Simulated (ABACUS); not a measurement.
ZnSe (Stilleite):

```
CELL_PARAMETERS angstrom
0.00000 2.83380 2.83380
2.83380 0.00000 2.83380
2.83380 2.83380 0.00000
ATOMIC_POSITIONS crystal
Se 0.75000 0.75000 0.75000
Zn 0.00000 0.00000 0.00000
```

```yaml
Program: ABACUS 3.10.1
Task: relaxation of cell and atoms
Functional: B86bPBE
Potentials_or_basis: PseudoDojo NC SR 0.4.1 PBE standard
Cutoff: 1184 eV
Density_cutoff: 4735 eV
Basis: plane waves
k_mesh: 6 × 6 × 6
Occupations: fermi-dirac, width 0.05 eV
Spin: no spin polarisation
```

At the start: pressure 2.6 GPa; volume 22.76 Å³/atom.

**Question.** Where does the relaxation end?

**Answer.** Over 3 steps the energy falls by 7.5 meV/atom and the volume is 23.73 Å³/atom (+4.3 %); space group F-43m (No. 216, to 0.05 Å).

Step by step:
```tsv
step	energy change (eV)	largest force (eV/Å)	pressure (GPa)	volume (Å³)
1	0.0000	0.0000	2.57	45.51
2	-0.0138	0.0000	-0.68	48.05
3	-0.0150	0.0000	0.01	47.45
```

Final structure:
```
Se Zn
1.0
     0.00000    2.87354    2.87354
     2.87354    0.00000    2.87354
     2.87354    2.87354    0.00000
Se Zn
1 1
Cartesian
  4.3103 4.3103 4.3103
  0.0000 0.0000 0.0000
```

Caveat: the potentials were made for another functional, which shifts forces and pressure.
